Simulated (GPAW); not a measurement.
Crystal: Mn3Si.

```
Mn Si
1.0
     0.00000    2.86100    2.86100
     2.86100    0.00000    2.86100
     2.86100    2.86100    0.00000
Mn Si
3 1
Direct
  0.75000 0.75000 0.75000
  0.25000 0.25000 0.25000
  0.50000 0.50000 0.50000
  0.00000 0.00000 0.00000
```

* Program: GPAW 26.7.0
* Task: relaxation of cell and atoms
* Functional: PBEsol
* Dispersion: D3
* Potentials or basis: PAW data sets generated in the run's folder for this functional
* Cutoff: 600 eV
* Basis: pw
* k mesh: 6 × 6 × 6
* Occupations: fermi-dirac, width 0.05 eV
* Spin: collinear spin, ferromagnetic start
* Starting moments: [4.0, 4.0, 4.0, 0.0] μB

At the start: pressure -18.5 GPa; volume 11.71 Å³/atom.

Problem. Where does the relaxation end?

Solution. Over 4 steps the energy falls by 65.7 meV/atom and the volume is 10.67 Å³/atom (-8.9 %); space group Fm-3m (No. 225, to 0.05 Å); moment 1.09 μB per cell.

Step by step:
| step | energy change (eV) | largest force (eV/Å) | pressure (GPa) | volume (Å³) |
| --- | --- | --- | --- | --- |
| 1 | 0.0000 | 0.0000 | -18.48 | 46.84 |
| 2 | -0.0722 | 0.0000 | -16.16 | 46.16 |
| 3 | -0.2584 | 0.0000 | 2.65 | 42.17 |
| 4 | -0.2628 | 0.0000 | -0.27 | 42.67 |

Final structure:
```cif
data_structure
_symmetry_space_group_name_H-M 'P 1'
_symmetry_Int_Tables_number 1
_cell_length_a 3.9223
_cell_length_b 3.9223
_cell_length_c 3.9223
_cell_angle_alpha 60.000
_cell_angle_beta 60.000
_cell_angle_gamma 60.000
_cell_volume 42.67
loop_
_atom_site_label
_atom_site_type_symbol
_atom_site_fract_x
_atom_site_fract_y
_atom_site_fract_z
_atom_site_occupancy
Mn1 Mn 0.75000 0.75000 0.75000 1
Mn2 Mn 0.25000 0.25000 0.25000 1
Mn3 Mn 0.50000 0.50000 0.50000 1
Si1 Si 0.00000 0.00000 0.00000 1
```

Caveat: each step starts from the last one's moments, so a moment once lost doesn't come back; later steps reuse the first step's grids; pairwise dispersion overbinds metals, which lowers pressure and volume.
